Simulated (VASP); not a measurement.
GaN (strained zincblende), r²SCAN single-point calculation: VASP's output and Ansatz's

POSCAR

```
Ga N
 1.0000000000000000
     0.0000000000000000    2.2489525415000000    2.2489525415000000
     2.2763897625000000    0.0000000000000000    2.2489525415000000
     2.2763897625000000    2.2489525415000000    0.0000000000000000
 Ga  N
   1   1
Cartesian
  0.0000000000000000  0.0000000000000000  0.0000000000000000
  1.1381948812500000  1.1244762707500000  1.1244762707500000
```

VASP ran with the recommended PBE PAW datasets (18 valence electrons in the cell).

From OUTCAR

```
k-points           NKPTS =    102   k-points in BZ     NKDIM =    102   number of bands    NBANDS=     16

   NELECT =      18.0000    total number of electrons

   dimension x,y,z NGX =    24 NGY =   24 NGZ =   24
   dimension x,y,z NGXF=    48 NGYF=   48 NGZF=   48

  energy-cutoff  :      520.00
  volume of cell :       23.03
      direct lattice vectors                 reciprocal lattice vectors
     0.000000000  2.248952542  2.248952542    -0.219646041  0.222325723  0.222325723
     2.276389763  0.000000000  2.248952542     0.219646041 -0.222325723  0.222325723
     2.276389763  2.248952542  0.000000000     0.219646041  0.222325723 -0.222325723

 k-points in reciprocal lattice and weights: KPOINTS created by Atomic Simulation Env
   0.00000000  0.00000000  0.00000000       0.001
   0.10000000  0.00000000  0.00000000       0.008
   0.20000000  0.00000000  0.00000000       0.008
   0.30000000  0.00000000  0.00000000       0.008
   0.40000000  0.00000000  0.00000000       0.008
   0.50000000 -0.00000000 -0.00000000       0.004
   0.10000000  0.10000000  0.00000000       0.004
   0.20000000  0.10000000  0.00000000       0.016
   ...

 E-fermi :   5.0456

 k-point     1 :       0.0000    0.0000    0.0000
  band No.  band energies     occupation
      1     -11.7274      2.00000
      2      -8.8843      2.00000
      3      -8.8715      2.00000
      4      -8.8714      2.00000
      5      -8.5319      2.00000
      6      -8.5318      2.00000
      7       4.9123      2.00000
      8       4.9699      2.00000
      9       4.9699      2.00000
     10       7.0292      0.00000
     11      15.9032      0.00000
     12      15.9033      0.00000
     13      15.9398      0.00000
     14      23.4200      0.00000
     15      24.3564      0.00000
     16      24.7676      0.00000

 k-point     2 :       0.1000    0.0000    0.0000
  band No.  band energies     occupation
      1     -11.6181      2.00000
      2      -8.8670      2.00000
      3      -8.8575      2.00000
      4      -8.8340      2.00000
      5      -8.5333      2.00000
      6      -8.5327      2.00000
      7       3.8557      2.00000
      8       4.8205      2.00000
      9       4.8644      2.00000
     10       7.8866      0.00000
     11      15.4108      0.00000
     12      16.0805      0.00000
     13      16.0915      0.00000
     14      23.0021      0.00000
     15      23.3508      0.00000
     16      23.3908      0.00000

 k-point     3 :       0.2000    0.0000    0.0000
  band No.  band energies     occupation
      1     -11.3393      2.00000
      2      -8.8334      2.00000
      3      -8.8247      2.00000
      4      -8.6723      2.00000
      5      -8.5330      2.00000
      6      -8.5304      2.00000
      7       1.9997      2.00000
      8       4.5456      2.00000
      9       4.6043      2.00000
     10       9.0230      0.00000
     11      14.6263      0.00000
     12      16.3265      0.00000
     13      16.3753      0.00000
     14      22.0789      0.00000
     15      22.4309      0.00000
     16      22.5111      0.00000

 k-point     4 :       0.3000    0.0000    0.0000
  band No.  band energies     occupation
      1     -11.0294      2.00000
      2      -8.8031      2.00000
      3      -8.7941      2.00000
      4      -8.5216      2.00000
      5      -8.5167      2.00000
      6      -8.2955      2.00000
      7       0.0923      2.00000
      8       4.2342      2.00000
      9       4.3097      2.00000
     10       9.7498      0.00000
     11      14.2654      0.00000
     12      16.2382      0.00000
     13      16.3653      0.00000
     14      21.4401      0.00000
     15      22.9694      0.00000
     16      22.9910      0.00000

 k-point     5 :       0.4000    0.0000    0.0000
  band No.  band energies     occupation
      1     -10.8273      2.00000
      2      -8.7886      2.00000
      3      -8.7793      2.00000
      4      -8.5016      2.00000
      5      -8.4944      2.00000
      6      -7.7329      2.00000
      7      -1.4879      2.00000
      8       4.0004      2.00000
      9       4.0889      2.00000
     10      10.0188      0.00000
     11      14.2973      0.00000
     12      15.9617      0.00000
     13      16.1302      0.00000
     14      21.3178      0.00000
     15      24.4724      0.00000
     16      24.5142      0.00000

 k-point     6 :       0.5000   -0.0000   -0.0000
  band No.  band energies     occupation
      1     -10.7643      2.00000
      2      -8.7854      2.00000
      3      -8.7760      2.00000
      4      -8.4914      2.00000
      5      -8.4833      2.00000
      6      -7.4057      2.00000
      7      -2.1640      2.00000
      8       3.9147      2.00000
      9       4.0082      2.00000
     10      10.0657      0.00000
     11      14.3604      0.00000
     12      15.8303      0.00000
     13      16.0098      0.00000
     14      21.3927      0.00000
     15      25.5822      0.00000
     16      25.6302      0.00000

 ...

  Total       -0.3345674     -0.1031355     -0.1031355     -0.0000000      0.0000000      0.0000000
  in kB      -23.2786070     -7.1759886     -7.1759886     -0.0000000      0.0000000      0.0000000
  external PRESSURE =     -12.5435281 kB  Pullay stress =       0.0000000 kB

 POSITION                                       TOTAL-FORCE (eV/Angst)
 -----------------------------------------------------------------------------------
      0.00000      0.00000      0.00000         0.000000     -0.000000     -0.000000
      1.13819      1.12448      1.12448         0.000000      0.000000      0.000000
 -----------------------------------------------------------------------------------
    total drift:                                0.000005      0.000012      0.000012

  FREE ENERGIE OF THE ION-ELECTRON SYSTEM (eV)
  ---------------------------------------------------
  free  energy   TOTEN  =       -21.8954986720 eV

  energy  without entropy=      -21.8954986720  energy(sigma->0) =      -21.89549867
```

The two codes use different PAW datasets and cutoffs. VASP's cell holds 18 valence electrons and Ansatz's 18. Ansatz's stress includes a Pulay correction; VASP's doesn't.

What does Ansatz give for the same cell and level of theory?

gap between bands v and c 2.07 eV; least direct gap 2.07 eV; pressure -2.3 GPa.

Ansatz printed

```
SCF 1 converged in 8 iterations: F = -4176.370117 eV  dr2 = 2.20e-8
  greatest PAW one-centre occupation: 0.995 electrons in one spin orbital (limit 2), on the Ga atom at site 0 (counted from 0), in its partial waves of l = 2
NSCF: frozen V_eff on 6 k-points
SCF converged after 8 iterations
Free energy (F): -4176.370117 eV
Harris-Foulkes:  -4176.370117 eV  (|F-HF|=1.38e-8)
Internal energy: -4176.370117 eV  (E = F + TS)
E sigma→0 (E₀):  -4176.370117 eV
Fermi energy:    9.301483 eV
--- Per-component energies (eV) ---
  E_band       = -17.987132
  E_kinetic    = 246.560280
  E_local      = -1957.925042  (includes V_loc(G=0)·N_el)
  E_nonlocal   = 476.337236
  E_hartree    = 902.419879
  E_xc         = -121.575274
  E_vxc        = -143.369349  (∫ρ·V_xc dr)
  E_paw        = -2137.251869  (= ΣΔE_a)
  E_vpaw       = -452.271203  (= ΣTr[D̂ρ^β])
  E_aug_tail   = -0.000022  (compensation charges beyond the density's cutoff)
  E_vtau       = 7.842887  (kinetic-family band-sum trace: ∫τ·v_τ [+ j·A + Jᵃ·Aᵃ] dr)
  E_ewald      = -1584.252670
  E_core_change = -0.682634  (= ΣΔE_core)
  E_smearing   = -0.000000  (= −TS)
  E_closure    = 0.000000  (closes the sum)
  Σ components = -4176.370117   (vs F -4176.370117, Δ=0.00e0)
--- Forces (eV/Å), atoms counted from 1 ---
  atom   1  Ga     0.00000000     0.00000000     0.00000000
  atom   2  N      0.00000000     0.00000000    -0.00000000
  max |Σ_I F_I| component: 0.00e0 eV/Å
--- Stress (GPa, compression-positive) ---
       -3.438519       0.000000       0.000000
        0.000000      -1.783355       0.000000
        0.000000       0.000000      -1.783355
  P = ⅓ Tr σ = -2.3351 GPa (-23.351 kbar)
--- Band table (eV; the first three rows and the last of 102) ---
  k-point 0: bands = ["-7.3943", "-4.6129", "-4.6001", "-4.6001", "-4.2689", "-4.2689", "9.2437", "9.3015", "9.3015", "11.3685", "20.2534", "20.2534", "20.2901"]
  k-point 1: bands = ["-7.2866", "-4.5958", "-4.5863", "-4.5617", "-4.2704", "-4.2697", "8.1866", "9.1521", "9.1960", "12.2267", "19.7623", "20.4299", "20.4411"]
  k-point 2: bands = ["-7.0131", "-4.5626", "-4.5539", "-4.3968", "-4.2699", "-4.2672", "6.3297", "8.8773", "8.9361", "13.3654", "18.9783", "20.6727", "20.7215"]
  k-point 101: bands = ["-6.2653", "-4.4484", "-4.4122", "-4.2771", "-4.2411", "-2.4773", "3.5215", "5.6205", "5.6959", "15.5289", "18.1086", "20.4936", "21.2219"]
```
